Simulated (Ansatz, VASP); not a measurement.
SiC: programs and potentials compared

The starting cell:

```xyz
2
Lattice="0.0000 2.1790 2.1790 2.1790 0.0000 2.1790 2.1790 2.1790 0.0000" Properties=species:S:1:pos:R:3 pbc="T T T"
Si    0.0000    0.0000    0.0000
C     3.2685    3.2685    3.2685
```

Alike in all runs: task relaxation of cell and atoms; functional PBEsol; dispersion D4; k mesh 10 × 10 × 10; occupations fermi-dirac, width 0.05 eV; no spin polarisation; no spin-orbit coupling.

```json
{"program and potentials": "Ansatz, Ansatz PAW", "plane-wave cutoff (eV)": "420", "notes": "potentials made for PBE, which Ansatz adapts in part", "equilibrium volume (Å³/atom)": "10.22"}
{"program and potentials": "VASP, PBE PAW files C, Si, 600 eV", "plane-wave cutoff (eV)": "600", "notes": "potentials made for PBE", "equilibrium volume (Å³/atom)": "10.23"}
{"program and potentials": "Ansatz, all-electron LAPW, scalar-relativistic", "plane-wave cutoff (eV)": "-", "notes": "-", "equilibrium volume (Å³/atom)": "10.22"}
```

The equilibrium volume spans 10.22 (Ansatz, all-electron LAPW, scalar-relativistic) to 10.23 Å³/atom (VASP, PBE PAW files C, Si, 600 eV), with all-electron results at 10.22. Relaxations stop with a little pressure left, so the last digit of a volume isn't settled.

Differences between rows come from potentials, basis sets and numerical settings, since the functional is the same but for its coding. Runs on potential files found faulty are left out.
